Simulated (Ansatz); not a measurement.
**AlRu: a sublattice moved along a line**

These are results of DFT PBE, scalar-relativistic, plane waves, PAW (Ansatz), not measurements. The runs took a 420 eV cutoff, a Γ-centred 20×20×20 mesh and Gaussian smearing (0.15 eV). No spin polarisation. Energies are free energies at this smearing, counted from the undisturbed cell; pressure is positive in compression.

The starting cell (relaxed at this level; it needn't be the usual structure):

```yaml
crystal:
  lattice:
    - [3.00408, 0.00000, 0.00000]
    - [0.00000, 3.00408, 0.00000]
    - [0.00000, 0.00000, 3.00408]
  atoms:
    - { symbol: Al, position: [0.00000, 0.00000, 0.00000] }
    - { symbol: Ru, position: [0.50000, 0.50000, 0.50000] }
```

Every Ru atom is moved by x along the Cartesian unit vector (0.000, 0.000, 1.000); the cell and all other atoms stay fixed. The cell is metallic on the mesh throughout.

x (Å), ΔE (meV/cell) and a bar:
```
  -0.1000       37.0 ##############################
  -0.0500        9.3 ########
   0.0000        0.0
   0.0125        0.6
   0.0250        2.3 ##
   0.0375        5.2 ####
   0.0625       14.5 ############
   0.0750       20.8 #################
   0.0875       28.4 #######################
```

By symmetry 0.1000 repeats -0.1000, -0.0750 repeats 0.0750, 0.0500 repeats -0.0500, -0.0250 repeats 0.0250 in energy, with the opposite slope along the path.